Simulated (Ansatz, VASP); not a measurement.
# TaN in VASP and in Ansatz

```
CELL_PARAMETERS angstrom
0.00000 2.23344 2.21132
2.23344 0.00000 2.21132
2.23344 2.23344 0.00000
ATOMIC_POSITIONS crystal
Ta 0.50000 0.50000 0.50000
N 0.00000 0.00000 0.00000
```

The cell comes from a database or a generator and needn't be the stable form of this composition.

Alike in both runs: functional PBE; k mesh 9 × 9 × 9; occupations fermi-dirac, width 0.05 eV; no spin polarisation.

|  | VASP | Ansatz |
| --- | --- | --- |
| version | VASP 6.6.1 | Ansatz 0.2.0 |
| potentials or method | VASP PAW PBE potentials, release 64 (Ta_pv, N) | Ansatz PAW |
| plane-wave cutoff (eV) | 520 | 420 |
| valence electrons in the cell | 16 | 18 |
| task | single point | band structure |

|  | VASP | Ansatz | Ansatz less VASP |
| --- | --- | --- | --- |
| gap on the k mesh at the Fermi level (eV) | none | none | - |
| pressure (GPa) | -6.7 | -7.4 | -0.68 |
| largest component of the traceless stress (GPa) | 3.71 | 3.71 | -0.005 |

A gap of «none» marks a metal or a gap that the smearing closes. With one functional, cell and mesh, what is left measures potentials, basis and numerics. The two sets of potentials don't hold the same shells in valence.

Caveats: the pressure holds a Pulay correction of +0.5 GPa for the finite cutoff (Ansatz); spin-orbit coupling is left out, which moves the levels of the heavy elements (Ansatz). The runs have no spin-orbit coupling, so splittings on Ta are missing.
